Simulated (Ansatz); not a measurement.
Runs of Ansatz 0.2.0 on MoP. Symmetry: P-6m2, No. 187, hexagonal system. The conventional cell has a = 3.223 Å, b = 3.223 Å, c = 3.191 Å, α = 90.00°, β = 90.00°, γ = 120.00°. Mo (site symmetry -6m2) has 6 P at 2.45 Å as nearest neighbours. P (site symmetry -6m2) is surrounded by 6 Mo at 2.45 Å. 

| task | level | cell | cutoff (eV) | smearing | gap on the mesh (eV) | pressure (GPa) |
| --- | --- | --- | --- | --- | --- | --- |
| band structure | BLYP | as given | 253 | fermi-dirac 0.05 eV | - | 13.5 |
| band structure | PBEsol | as given | 254 | fermi-dirac 0.05 eV | - | (a) |
| single point | PBE | as given | 254 | gaussian 0.025 eV | none | (b) |
| single point | RPBE | as given | 254 | gaussian 0.1 eV | none | 5.5 |
| band structure | LDA | as given | 254 | fermi-dirac 0.05 eV | - | -7.3 |
| relaxation of cell and atoms | RPBE+D3(BJ) | relaxed | - | fermi-dirac 0.05 eV | - | 0.0 |

Alike in all rows: potentials or basis all-electron LAPW, scalar-relativistic; no spin polarisation; k mesh 10 × 10 × 8; basis error allowed 0.001 eV/atom.

Task: Fill in the values left out.

Result: (a) -3.8; (b) 2.6.

A k mesh can miss the band edges, and the runs leave out spin-orbit coupling on Mo.

A gap of «none» marks a metal or a gap under the smearing width.
